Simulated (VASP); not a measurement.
# CoO: single point with PBE

The system is CoO.

```
Co O
1.0
    -1.50800    1.50800    2.10725
     1.50800   -1.50800    2.10725
     1.50800    1.50800   -2.10725
Co O
1 1
Direct
  0.00000 0.00000 0.00000
  0.50000 0.50000 0.00000
```

```yaml
Program: VASP 6.6.1
Task: single point
Functional: PBE
Potentials_or_basis: VASP PAW PBE potentials, release 64 (Co, O)
Cutoff: 520 eV
k_mesh: 12 × 12 × 12
Occupations: fermi-dirac, width 0.05 eV
Spin: collinear spin, ferromagnetic start
Starting_moments: "[3.5, 0.0] μB"
```

```yaml
Pressure: -0.8 GPa
Band_gap_on_the_k_mesh: none (metal or under the smearing width)
Net_moment: 2.88 μB per cell
Site_moments: Co +2.54; O +0.29 μB
Valence_electrons_inside_the_program's_atomic_spheres: Co 7.81; O 4.98
```

Stress tensor (GPa, compression positive):
```
-0.81  0.00  0.00
 0.00 -0.81  0.00
 0.00  0.00 -0.64
```

Levels at points of the mesh, in eV from the Fermi level:
Spin up:
```tsv
k point	band 6	band 7	band 8	band 9	band 10	band 11	band 12	band 13
(0.00, 0.00, 0.00)	-3.13	-3.10	-3.10	-2.98	1.05	16.89	18.19	18.19
(0.50, 0.00, 0.00)	-2.31	-1.78	0.10	0.17	5.10	9.43	13.37	13.64
(0.50, 0.50, 0.00)	-2.91	-2.39	-2.06	-2.00	5.93	9.83	11.77	15.80
(0.50, 0.50, 0.50)	-2.88	-2.39	-2.07	-2.07	5.94	9.98	11.65	15.75
```
Spin down:
```csv
k point,band 2,band 3,band 4,band 5,band 6,band 7,band 8,band 9,band 10,band 11
"(0.00, 0.00, 0.00)",-2.64,-2.58,-2.58,-1.13,-1.13,-1.09,0.03,0.08,1.59,16.80
"(0.50, 0.00, 0.00)",-7.64,-4.70,-4.66,-0.15,-0.11,0.18,2.70,2.74,5.38,10.20
"(0.50, 0.50, 0.00)",-6.45,-3.90,-3.79,-2.24,0.10,0.14,0.51,1.02,6.78,10.29
"(0.50, 0.50, 0.50)",-6.43,-3.88,-3.88,-2.25,0.13,0.13,0.58,0.98,6.78,10.42
```

It took 64 s on 1 thread of Intel(R) Xeon(R) Platinum 8488C (Sapphire Rapids) (shared host), peak memory 0.21 GiB.

Caveat: a cell with one magnetic atom can't hold antiferromagnetic order, which such compounds often take; semilocal functionals often make such compounds metallic where correlation or magnetic order opens a gap, which also shifts bond lengths. With open d or f shells a metallic result of PBE can be an artefact of self-interaction; +U or a hybrid may open a gap.
